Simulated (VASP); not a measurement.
A run of VASP 6.6.1 is set up as follows.

Contents of POSCAR:

```
Sb
1.0
    3.1224020000      0.0000000000      0.0000000000
    0.0000000000      4.3475180000      0.0000000000
   -0.0389150000      0.0000000000      4.4058520000
Sb
2
Direct
    0.0113890000      0.2500000000      0.2411660000
    0.9886110000      0.7500000000      0.7588340000
```

File INCAR.step1:

```
ALGO     = Normal         # electronic algorithm
EDIFF    = 1E-5           # SCF threshold, eV
ENCUT    = 520            # plane-wave cutoff, eV
GGA      = PE             # functional
ISIF     = 2              # what is computed and relaxed
ISMEAR   = -1             # smearing method
LASPH    = True           # aspherical terms in the spheres
LCHARG   = False          # write CHGCAR
LREAL    = False          # projectors in reciprocal space
LWAVE    = True           # write WAVECAR
NELM     = 80             # most SCF steps
PREC     = Accurate       # precision mode
SIGMA    = 0.05           # smearing width, eV
```

INCAR.step2

```
AEXX     = 0.25           # exact-exchange fraction
ALGO     = Normal         # electronic algorithm
EDIFF    = 1E-6           # SCF threshold, eV
ENCUT    = 520            # plane-wave cutoff, eV
GGA      = PE             # functional
HFRCUT   = -1           
ISIF     = 2              # what is computed and relaxed
ISMEAR   = -1             # smearing method
ISTART   = 1            
LASPH    = True           # aspherical terms in the spheres
LCHARG   = False          # write CHGCAR
LHFCALC  = True           # exact exchange
LREAL    = False          # projectors in reciprocal space
LWAVE    = False          # write WAVECAR
NELM     = 80             # most SCF steps
PREC     = Accurate       # precision mode
PRECFOCK = Fast         
SIGMA    = 0.05           # smearing width, eV
```

File KPOINTS:

```
k-points
0
Gamma
  5 3 3
```

Potentials or basis: VASP PAW PBE potentials, release 64 (Sb).

The run is started by

```bash
$ cat potpaw_PBE.64/Sb/POTCAR > POTCAR
$ cp INCAR.step1 INCAR
$ mpirun -np 1 vasp_std > vasp.out
$ cp INCAR.step2 INCAR
$ mpirun -np 1 vasp_std > vasp.out
```

**Question.** What does it give for the band gap on the k mesh?

**Answer.** None (metal or under the smearing width).

**Question.** Estimate the largest force.

**Answer.** 0.282 eV/Å.

Stress tensor (GPa, compression positive):
```
 2.11  0.00  0.01
 0.00 -4.82  0.00
 0.01  0.00 -4.59
```

Caveat: the k mesh is coarse (spacing up to 0.48 Å⁻¹), so the values aren't converged, least of all with exact exchange; the PAW data sets were made with another functional, which shifts forces and pressure a little. The run has no spin-orbit coupling, so splittings on Sb are missing.
